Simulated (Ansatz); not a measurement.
Born–Oppenheimer molecular dynamics of a periodic cell of 36 atoms, Be (start crystal Be, start structure hcp, volume 1 times the crystal's). It goes on from the last frame of an earlier run, with new velocities.

Level of theory: DFT PBE-D3(BJ), scalar-relativistic, plane waves, PAW in Ansatz 0.2.0. Settings: accuracy low, cutoff 420 eV, k mesh 2x2x2, fermi-dirac smearing 0.24 eV, no spin polarisation.

```json
{
 "ensemble": "NVT, Langevin thermostat",
 "time step": "1.5 fs",
 "steps asked": "149",
 "set temperature": "2240 K",
 "friction": "0.02 /fs",
 "temperature schedule": "112 steps to 300 K, then 37 steps to 300 K",
 "seed": "488274"
}
```

First frame:

```xyz
36
Lattice="6.8700 0.0000 0.0000 -3.4350 5.9496 0.0000 0.0000 0.0000 7.1769" Properties=species:S:1:pos:R:3
Be -0.150 0.393 -0.152
Be 0.315 1.617 1.576
Be 0.170 0.072 3.458
Be 0.119 1.594 5.365
Be -1.351 1.954 0.150
Be -0.656 3.320 1.477
Be -1.324 2.265 3.606
Be -1.459 4.003 4.871
Be -1.940 4.051 -0.302
Be -2.178 5.421 1.721
Be -2.246 4.028 3.234
Be -2.336 5.499 5.458
Be 2.592 0.168 -0.181
Be 2.276 1.381 1.978
Be 2.431 0.299 3.390
Be 2.114 1.554 5.059
Be 1.558 2.075 -0.185
Be 1.291 3.209 1.688
Be 1.002 2.108 3.204
Be 1.177 3.450 5.017
Be 0.837 4.463 -0.191
Be -0.071 5.090 1.589
Be -0.039 4.229 3.440
Be 0.358 5.282 5.106
Be 4.778 0.223 -0.110
Be 4.429 1.707 1.640
Be 4.645 -0.113 3.013
Be 4.473 1.463 5.406
Be 3.364 2.231 0.337
Be 3.164 3.397 1.728
Be 3.500 2.483 3.685
Be 3.279 3.429 5.531
Be 2.924 4.320 0.065
Be 2.474 5.582 1.811
Be 2.480 4.138 3.443
Be 2.456 5.921 5.341
```

Question: What does the run give?

Answer: The run went to its last step.

```yaml
steps_done: 149
time_covered: 223.5 fs
mean_temperature_over_the_second_half: 999 K
spread_of_the_potential_energy_over_the_second_half: 47.5 meV per atom
mean_potential_energy_of_the_second_half_above_the_start: -264.5 meV per atom
```

The schedule's set-point averaged 462 K over the second half and the system 999 K, so it lags behind the ramp. A run of 0.22 ps of so small a system gives no equilibrium averages. Limits of this set-up: coarse k mesh, low accuracy level.

Question: What happens to the structure?

Answer: Mean squared displacements from the first frame to the last, about the centre of mass: Be 0.15 Å². Another seed would give other details.

Question: How do temperature and energy run in time?

Answer: 
```
time (fs)  T (K)  potential energy less start (eV)
      0.0   2178                             0.000
      7.5   2658                            -2.308
     15.0   2319                            -1.307
     22.5   2571                            -3.578
     30.0   2566                            -2.976
     37.5   2444                            -2.632
     45.0   2472                            -3.428
     52.5   1953                            -2.725
     60.0   2143                            -3.520
     67.5   2142                            -4.504
     75.0   1965                            -4.204
     82.5   2290                            -5.481
     90.0   2046                            -5.512
     97.5   1677                            -4.111
    105.0   1524                            -4.174
    112.5   1527                            -5.345
    120.0   1413                            -6.424
    127.5   1336                            -6.865
    135.0   1559                            -8.607
    142.5   1506                            -9.726
    150.0   1225                            -9.555
    157.5    950                            -8.840
    165.0    679                            -8.698
    172.5   1015                           -10.256
    180.0    997                           -10.791
    187.5    670                           -10.275
    195.0    738                           -10.828
    202.5    698                           -11.437
    210.0    467                           -10.998
    217.5    492                           -11.363
```

Time of the run: 11 min on 1 thread of Intel(R) Xeon(R) Platinum 8559C (Emerald Rapids), with other jobs on the host, peak memory 0.79 GiB.
